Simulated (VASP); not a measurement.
These are r2SCAN meta-GGA, VASP's PBE PAW potentials (set 64) (plane waves; VASP 6.6.1) values and carry that method's errors. Each cell was relaxed at this level, without spin-orbit coupling.

Question: Which of these comes out without a gap?
A) Pd, Fm-3m (225)
B) KBr, Fm-3m (225)
C) BaF2, Fm-3m (225)
D) C, Fd-3m (227)

Answer: A, Pd, Fm-3m (225). The others have gaps of 4.33 eV (C, Fd-3m (227)), 7.27 eV (BaF2, Fm-3m (225)), 5.07 eV (KBr, Fm-3m (225)).
